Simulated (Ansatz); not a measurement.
## A computed series for CsPbI3: pressure series

Consider CsPbI$_{3}$ in the cubic perovskite structure (space group Pm-3m, No. 221; a = 6.390 Å).

Cell and atoms are relaxed at each pressure.

Method: PBE (Ansatz, a program for electronic structure, PAW, no spin-orbit coupling).

Two rows of this table had their results exchanged by mistake.

```
pressure          volume per atom (Å³)  shortest distance (Å)  band gap
----------------  --------------------  ---------------------  --------
pressure −2 GPa                  66.16                  3.458   1.84 eV
pressure −1 GPa                  56.71                  3.285   1.68 eV
pressure 3 GPa                   45.14                  3.044   0.98 eV
pressure 7 GPa                   26.32                  2.543      zero
pressure 15 GPa                  34.95                  2.795      zero
pressure 30 GPa                  29.91                  2.654      zero
pressure 50 GPa                  40.23                  2.930   0.45 eV
pressure 75 GPa                  23.62                  2.453      zero
pressure 100 GPa                 21.79                  2.388      zero
```

Question: Which two?

Answer: The rows for pressure 7 GPa and pressure 50 GPa: the volume has to fall steadily with pressure, so 40.23 Å³ belongs to pressure 7 GPa and 26.32 Å³ to pressure 50 GPa.

A case with no gap was solved on a k-mesh chosen for an insulator, which is coarse for it. Spin-orbit coupling, missing from the scalar runs, can matter with I and Pb. Load acts through the strain it causes; cell and atoms are relaxed under it. No phonon test of stability was made. No other phases were tried under pressure. All final runs are without spin polarisation. Many cubic perovskites are stable only at high temperature; tilts and polar distortions were not tested. This is not the structure that CsPbI3 has at room temperature and ambient pressure. The zero or small gap of CsPbI3 under pressure 15 GPa, CsPbI3 under pressure 30 GPa, CsPbI3 under pressure 50 GPa and CsPbI3 under pressure 75 GPa can change with the level of theory.
